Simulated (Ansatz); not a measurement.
# Ta (Im-3m) in Ansatz: notebook

The runs below take Ta through single point, equation of state, with HSE06.

Everything below comes from runs of Ansatz 0.2.0. Logs are shortened: lines on timing, memory, paths and dates and some standing lists are left out, and cuts for length are marked.

### 1 The crystal as given

Symmetry: Im-3m, No. 229, cubic system. Conventional cell: a = 3.303 Å, b = 3.303 Å, c = 3.303 Å, α = 90.00°, β = 90.00°, γ = 90.00°. Around Ta (site symmetry m-3m) lie 8 Ta at 2.86 Å.

### 2 Single point, HSE06, 16.93 Å³/atom (volume scaled by 0.94)

input

```
crystal:
  lattice:
    - [-1.6175709496, 1.6175709496, 1.6175709496]
    - [1.6175709496, -1.6175709496, 1.6175709496]
    - [1.6175709496, 1.6175709496, -1.6175709496]
  atoms:
    - { symbol: Ta, position: [0.0, 0.0, 0.0] }
hamiltonian:
  xc: hse06
  pseudopotentials: { kind: paw }
kpoints:
  mp_grid: { grid: [6, 6, 6] }
scf:
  occupations: { method: fermi_dirac, width: 0.05 }
output:
  forces: true
  stress: true
  eigenvalues: true
```

Potentials or basis: Ansatz PAW.

Log:

```text
Warning: output.stress: scf.convergence.dr2_threshold = 1e-7 eV (the SCF's general default) is looser than the 1e-10 eV advised for a printed stress (1e-10 eV for each atom of the cell: 1). What an SCF threshold leaves in a stress goes as its square root, and in the free energy as the threshold itself, and one threshold admits the most on a small cell: of the crystals measured, under no hybrid functional and no lock of the moments, on runs that ended without the residual-converged pass, on stresses that held no estimate of that error, the worst erred by over 100 MPa in a component at 1e-7 eV an atom and by under 5 at 1e-10. Set scf.convergence.dr2_threshold to 1e-10 eV or tighter. The threshold is an SCF's pass mark: one that does not reach it within its budget of iterations ends unconverged, or closes short of it on a stop that the run arms, and scf.convergence.dr2_threshold's page says what that costs each kind of run
Warning: output.stress: scf.exx.energy_threshold = 1e-6 eV is looser than the 1e-8 eV advised for a stress under a hybrid functional (1e-8 eV for each atom of the cell: 1). Every SCF of the exchange loop can meet its threshold on dr2 while the loop round them stops early: no threshold on dr2 bounds what that leaves in the stress. Set scf.exx.energy_threshold to 1e-8 eV or tighter. The threshold is the loop's pass mark: a loop that does not reach it within its budget of cycles ends unconverged, and scf.exx.energy_threshold's page has the law
GPUs: using 1 of 1 available (devices: 1).
Engine: ansatz 0.2.0, x86_64-unknown-linux-gnu
Pseudopotentials: kind: paw
Pseudopotential: Ta, paw, valence charge 13, recommended cutoff 420 eV (normal), Ta.paw.azcp
Functional definition: HSE06
  parameter a = 0.25
  parameter omega = 0.11/bohr
  exchange = pbe_x - a*pbe_x_sr(omega) + a*exact_x_sr(omega)
  correlation = pbe_c
device memory: the entry about to start is reckoned to put 0.4 GiB on a device that reports 50.2 GiB free (of which the cap on the GPU budget leaves the run 18.0 GiB)
GPU FFT provider: cuFFT
GPU libraries: cuBLAS 13.8.2, cuFFT 12.4.0, cuSOLVER 12.3.4
Crystal: 1 atoms, lattice volume = 16.930 Å³
Basis set: ecut = 420 eV, 321 PW (Γ), exchange–correlation on 40×40×40 points (8 copies of the dense FFT grid, shifted against one another)
Bands: 11, of which v1, the nominal top of the filled ones, is band 7 counted from 1 (6 counted from 0)
Symmetry: 48 space group operations
Space group: Im-3m (ITA 229), of the structure as read, at distance tolerance 2.6e-5 Å
k-points: 16 of 216
Non-local potential: Ta, projectors of the file, l = 0: 3, l = 1: 2, l = 2: 2, l = 3: 1
PAW form: soft (Blöchl's): semilocal exchange-correlation on the pseudo side does not see the compensation charge
PAW frozen core: Ta, regenerated for the run's functional, and the local potential with it (the file was generated under x = pbe(κ = 0.804, μ = 0.2195149727645171), c = pbe(β = 0.06672455060314922))
PAW one-centre angular grid: Ta, 590 points (default); XC on 64 Gauss nodes
Initial density: superposition of atomic densities (neutral atoms: chi_scale 0, normalization atom), corrected by the library's trained network
Initial wavefunctions: pseudopotential atomic-orbital guess
GPU buffer pool allocated for 8000 grid points (all kernels)
GPU transforms: local potential and band sums: pruned to the plane-wave sphere, on 20×20×20
Functional: x = pbe(κ = 0.804, μ = 0.2195149727645171), c = pbe(β = 0.06672455060314922), warm-up for x = pbe(κ = 0.804, μ = 0.2195149727645171) + 0.25 (exact − pbe) at short range (hse, ω = 0.20786987370883472 Å⁻¹), c = pbe(β = 0.06672455060314922); HSE06 as pw.x's `hse` composes it (authors' and Libxc's form: `xc: wpbeh`)
SCF iter   1: F=—  HF=-9932.080183 eV  |F-HF|=—  |Δ(HF+E_count)|=         —  Δρ=4.85e-3  dr2=2.12e-3  ethr=1.77e-3  ⟨swp⟩=6.0  Hψ=688  notcnv=0
preconditioner: auto → none  [metal: Δε(μ)=0.044 eV  Ē_g=8.811 eV  σ=0.050 eV  W_gap=0.21  n_scr=0 (ndim 8)  ℏωp=20.2 eV  f_vac=0.000  D(μ)=4.14/eV (n_scr^D=78)]
[... 29 lines left out ...]
GPU buffer pool allocated for 8000 grid points (all kernels)
GPU transforms: local potential and band sums: pruned to the plane-wave sphere, on 20×20×20
Exchange kernel: α = 0.2500, screened, ω = 0.2079 Å⁻¹, Wigner–Seitz truncation, v(0) = 1035.6254 eV·Å³, q-mesh 6×6×6, nearest image of the exchange supercell L = 16.81 Å, pair-density grid 12×12×12, without the augmentation charges, whose exchange is taken in its separable form by FFT convolution over the k-point mesh (sized by the pseudopotential files, 16×16×16 at the most), smooth part of the exact exchange by density-matrix convolution in up to 859.7 MiB of GPU memory as planned if the GPU has room (build and FFT work areas not counted)
Frozen-core exchange: fock
SCF iter   1: F=—  HF=-9932.594914 eV  |F-HF|=—  |Δ(HF+E_count)|=         —  Δρ=1.28e-4  dr2=1.28e-6  ethr=9.44e-7  ⟨swp⟩=3.3  Hψ=387  notcnv=0
preconditioner: auto → none  [insulator: Δε(μ)=0.145 eV  Ē_g=9.989 eV  σ=0.050 eV  W_gap=0.62  n_scr=0 (ndim 8)  ℏωp=20.2 eV  f_vac=0.000  D(μ)=2.04/eV (n_scr^D=18)]
SCF iter   2: F=—  HF=-9932.594914 eV  |F-HF|=—  |Δ(HF+E_count)|=   1.79e-7  Δρ=6.86e-5  dr2=3.12e-7  ethr=9.63e-9  ⟨swp⟩=2.9  Hψ=318  notcnv=0
SCF iter   3: F=-9932.594914 eV  HF=-9932.594914 eV  |F-HF|=7.82e-11  |Δ(HF+E_count)|=   1.23e-7  Δρ=2.16e-6  dr2=1.18e-9  ethr=2.37e-9  ⟨swp⟩=2.2  Hψ=283  notcnv=0
SCF 3 converged in 3 iterations: F = -9932.594914 eV  dr2 = 1.18e-9
  Residual-converged pass: ⟨swp⟩=3.8  Hψ=394  notcnv=0  max |occ|·‖R‖ = 2.3e-6 eV (tolerance 2.4e-6 eV)  dr2=1.24e-9  dr2_onsite=3.05e-11  max |Δocc| = 2.0e-10
hybrid outer 2: dexx = +4.067e-7 eV, tail = 5.34e-9 eV, Δε = 5.34e-3 eV (about 1.18e-4 eV left of the loop's levels)
hybrid SCF converged: 2 outer / 7 inner (+6 warm-up), last move |dexx| = 4.07e-7 eV, tail = 5.34e-9 eV
Stability not checked: this state was not tested for a lower state beside it, because the functional holds exact exchange (a hybrid, or Hartree-Fock), whose exchange loop this test does not read (fock_operator; see scf.lower_state_search)
Free energy (F): -9932.594914 eV
Frozen-core exchange: fock
Harris-Foulkes:  -9932.594914 eV  (|F-HF|=7.82e-11)
Internal energy: -9932.578120 eV  (E = F + TS)
E sigma→0 (E₀):  -9932.586517 eV
Entropy (-TS):   -0.016793 eV (-16.793 meV/atom)
Fermi energy:    19.737991 eV
--- Per-component energies (eV) ---
  E_band       = -110.240345
  E_kinetic    = 366.962987
  E_local      = -506.066919  (includes V_loc(G=0)·N_el)
  E_nonlocal   = 17.389165
  E_hartree    = 177.361270
  E_xc         = -174.937355
  E_vxc        = -162.925890  (∫ρ·V_xc dr)
  E_exx        = -35.993500  (= α·E_x^exact, valence–valence)
  E_paw        = -8405.187916  (= ΣΔE_a)
  E_vpaw       = -108.335189  (= ΣTr[D̂ρ^β])
  E_aug_tail   = 0.000150  (compensation charges beyond the density's cutoff)
  E_ewald      = -1368.753019
  E_core_change = -3.352986  (= ΣΔE_core)
  E_smearing   = -0.016793  (= −TS)
  E_closure    = 0.000003  (closes the sum)
  Σ components = -9932.594914   (vs F -9932.594914, Δ=0.00e0)
--- Forces (eV/Å), atoms counted from 1 ---
  atom   1  Ta     0.00000000    -0.00000000     0.00000000
  max |Σ_I F_I| component: 5.47e-29 eV/Å
--- Stress (GPa, compression-positive) ---
       19.328596       0.000000      -0.000000
       -0.000000      19.328596       0.000000
        0.000000      -0.000000      19.328596
  P = ⅓ Tr σ = 19.3286 GPa (193.286 kbar)
--- Band table (eV; the first three rows and the last of 16) ---
  k-point 0: bands = ["-50.8226", "-15.1843", "-15.1843", "-15.1843", "10.5913", "21.0518", "21.0518", "21.0518", "24.9297", "24.9297", "35.6417"]
  k-point 1: bands = ["-50.7785", "-15.6264", "-15.3139", "-15.1873", "11.9716", "20.0784", "20.4439", "22.4260", "24.0750", "24.9228", "36.5766"]
  k-point 2: bands = ["-50.6892", "-16.4435", "-15.5639", "-15.1922", "14.2643", "18.5213", "19.8180", "24.6477", "25.3737", "26.0991", "34.6498"]
  k-point 15: bands = ["-50.5167", "-16.2796", "-16.2796", "-16.2796", "15.0316", "15.0316", "28.1129", "28.1129", "28.1129", "29.7827", "29.7827"]
```

It took 11 s on 1 × NVIDIA H100 80GB HBM3 with 2 threads of AMD EPYC 7R13 (Zen 3), shared host; peak memory 1.2 GiB.

Results:

* Free energy: -9932.5949 eV
* Pressure: 19.3 GPa
* Band gap on the k mesh: none (metal or under the smearing width)

Caveat: the k mesh is coarse (spacing up to 0.46 Å⁻¹), so the values aren't converged, least of all with exact exchange; the PAW data sets come from PBE, with cores solved anew for the run's functional, which leaves a small shift of forces and pressure; the thresholds are loose for stress.

### 3 Single point, HSE06, 17.29 Å³/atom (volume scaled by 0.96)

input: that of step 2 with these lines changed.

```diff
@@ -2,5 +2,5 @@
   lattice:
-    - [-1.6175709496, 1.6175709496, 1.6175709496]
-    - [1.6175709496, -1.6175709496, 1.6175709496]
-    - [1.6175709496, 1.6175709496, -1.6175709496]
+    - [-1.6289626696, 1.6289626696, 1.6289626696]
+    - [1.6289626696, -1.6289626696, 1.6289626696]
+    - [1.6289626696, 1.6289626696, -1.6289626696]
   atoms:
```

Potentials or basis: Ansatz PAW.

Run time: 15 s. Hardware: 1 × NVIDIA H100 80GB HBM3 with 2 threads of AMD EPYC 7R13 (Zen 3), shared host; peak memory 1.3 GiB.

It converged, with:

```
Free energy            : -9932.6321 eV
Pressure               : 13.9 GPa
Band gap on the k mesh : none (metal or under the smearing width)
```

Caveat: the k mesh is coarse (spacing up to 0.45 Å⁻¹), so the values aren't converged, least of all with exact exchange; the PAW data sets come from PBE, with cores solved anew for the run's functional, which leaves a small shift of forces and pressure; the thresholds are loose for stress.

### 4 Single point, HSE06, 17.65 Å³/atom (volume scaled by 0.98)

input: that of step 3 with these lines changed.

```diff
@@ -2,5 +2,5 @@
   lattice:
-    - [-1.6289626696, 1.6289626696, 1.6289626696]
-    - [1.6289626696, -1.6289626696, 1.6289626696]
-    - [1.6289626696, 1.6289626696, -1.6289626696]
+    - [-1.64019725, 1.64019725, 1.64019725]
+    - [1.64019725, -1.64019725, 1.64019725]
+    - [1.64019725, 1.64019725, -1.64019725]
   atoms:
```

Wall time 8.1 s (1 × NVIDIA H100 80GB HBM3 with 2 threads of AMD EPYC 7R13 (Zen 3), shared host); peak memory 1.3 GiB.

It converged, with:

| Item | Value |
| --- | --- |
| Free energy | -9932.6580 eV |
| Pressure | 9.2 GPa |
| Band gap on the k mesh | none (metal or under the smearing width) |

Caveat: the k mesh is coarse (spacing up to 0.45 Å⁻¹), so the values aren't converged, least of all with exact exchange; the PAW data sets come from PBE, with cores solved anew for the run's functional, which leaves a small shift of forces and pressure; the thresholds are loose for stress.

### 5 Single point, HSE06, 18.01 Å³/atom

input: that of step 4 with these lines changed.

```diff
@@ -2,5 +2,5 @@
   lattice:
-    - [-1.64019725, 1.64019725, 1.64019725]
-    - [1.64019725, -1.64019725, 1.64019725]
-    - [1.64019725, 1.64019725, -1.64019725]
+    - [-1.65128, 1.65128, 1.65128]
+    - [1.65128, -1.65128, 1.65128]
+    - [1.65128, 1.65128, -1.65128]
   atoms:
```

It took 20 s on 1 × NVIDIA H100 80GB HBM3 with 2 threads of AMD EPYC 7R13 (Zen 3), shared host; peak memory 1.3 GiB.

Results (log left out):

| Property | Result |
| --- | --- |
| Free energy | -9932.6737 eV |
| Pressure | 4.8 GPa |
| Band gap on the k mesh | none (metal or under the smearing width) |

Caveat: the k mesh is coarse (spacing up to 0.45 Å⁻¹), so the values aren't converged, least of all with exact exchange; the PAW data sets come from PBE, with cores solved anew for the run's functional, which leaves a small shift of forces and pressure; the thresholds are loose for stress.

### 6 Single point, HSE06, 18.37 Å³/atom (volume scaled by 1.02)

input: that of step 5 with these lines changed.

```diff
@@ -2,5 +2,5 @@
   lattice:
-    - [-1.65128, 1.65128, 1.65128]
-    - [1.65128, -1.65128, 1.65128]
-    - [1.65128, 1.65128, -1.65128]
+    - [-1.6622159478, 1.6622159478, 1.6622159478]
+    - [1.6622159478, -1.6622159478, 1.6622159478]
+    - [1.6622159478, 1.6622159478, -1.6622159478]
   atoms:
```

Potentials or basis: Ansatz PAW.

It took 16 s on 1 × NVIDIA H100 80GB HBM3 with 2 threads of AMD EPYC 7R13 (Zen 3), shared host; peak memory 1.3 GiB.

Results (log left out):

| Item | Value |
| --- | --- |
| Free energy | -9932.6798 eV |
| Pressure | 0.7 GPa |
| Band gap on the k mesh | none (metal or under the smearing width) |

Caveat: the k mesh is coarse (spacing up to 0.45 Å⁻¹), so the values aren't converged, least of all with exact exchange; the PAW data sets come from PBE, with cores solved anew for the run's functional, which leaves a small shift of forces and pressure; the thresholds are loose for stress.

### 7 Single point, HSE06, 18.73 Å³/atom (volume scaled by 1.04)

input: that of step 6 with these lines changed.

```diff
@@ -2,5 +2,5 @@
   lattice:
-    - [-1.6622159478, 1.6622159478, 1.6622159478]
-    - [1.6622159478, -1.6622159478, 1.6622159478]
-    - [1.6622159478, 1.6622159478, -1.6622159478]
+    - [-1.6730098603, 1.6730098603, 1.6730098603]
+    - [1.6730098603, -1.6730098603, 1.6730098603]
+    - [1.6730098603, 1.6730098603, -1.6730098603]
   atoms:
```

It took 14 s on 1 × NVIDIA H100 80GB HBM3 with 2 threads of AMD EPYC 7R13 (Zen 3), shared host; peak memory 1.3 GiB.

Results (log left out):

* Free energy: -9932.6768 eV
* Pressure: -3.3 GPa
* Band gap on the k mesh: none (metal or under the smearing width)

Caveat: the k mesh is coarse (spacing up to 0.44 Å⁻¹), so the values aren't converged, least of all with exact exchange; the PAW data sets come from PBE, with cores solved anew for the run's functional, which leaves a small shift of forces and pressure; the thresholds are loose for stress.

### 8 Single point, HSE06, 19.09 Å³/atom (volume scaled by 1.06)

input: that of step 7 with these lines changed.

```diff
@@ -2,5 +2,5 @@
   lattice:
-    - [-1.6730098603, 1.6730098603, 1.6730098603]
-    - [1.6730098603, -1.6730098603, 1.6730098603]
-    - [1.6730098603, 1.6730098603, -1.6730098603]
+    - [-1.6836662614, 1.6836662614, 1.6836662614]
+    - [1.6836662614, -1.6836662614, 1.6836662614]
+    - [1.6836662614, 1.6836662614, -1.6836662614]
   atoms:
```

It took 16 s on 1 × NVIDIA H100 80GB HBM3 with 2 threads of AMD EPYC 7R13 (Zen 3), shared host; peak memory 1.3 GiB.

The run converged. Its results:

| Property | Result |
| --- | --- |
| Free energy | -9932.6652 eV |
| Pressure | -7.0 GPa |
| Band gap on the k mesh | none (metal or under the smearing width) |

Caveat: the k mesh is coarse (spacing up to 0.44 Å⁻¹), so the values aren't converged, least of all with exact exchange; the PAW data sets come from PBE, with cores solved anew for the run's functional, which leaves a small shift of forces and pressure; the thresholds are loose for stress.

### 9 Equation of state, HSE06

Potentials or basis: Ansatz PAW.

No new run: the results of the series are fitted here.

Results:

| Quantity | Value |
| --- | --- |
| Equilibrium volume | 18.43 Å³/atom (rough: see the caveat) |
| Bulk modulus | 204 GPa (rough) |

Energy against volume, from the lowest point:
| volume (Å³/atom) | energy (meV/atom) |
| --- | --- |
| 16.930 | 84.88 |
| 17.290 | 47.70 |
| 17.650 | 21.84 |
| 18.010 | 6.14 |
| 18.371 | 0.00 |
| 18.731 | 3.00 |
| 19.091 | 14.55 |

Caveat: the k mesh is coarse (spacing up to 0.45 Å⁻¹), so the values aren't converged, least of all with exact exchange; the fit is doubtful: noisy points or a state that changes with volume; the PAW data sets were made with another functional, which shifts forces and pressure a little. Spin-orbit coupling is left out, which matters for the levels of Ta.
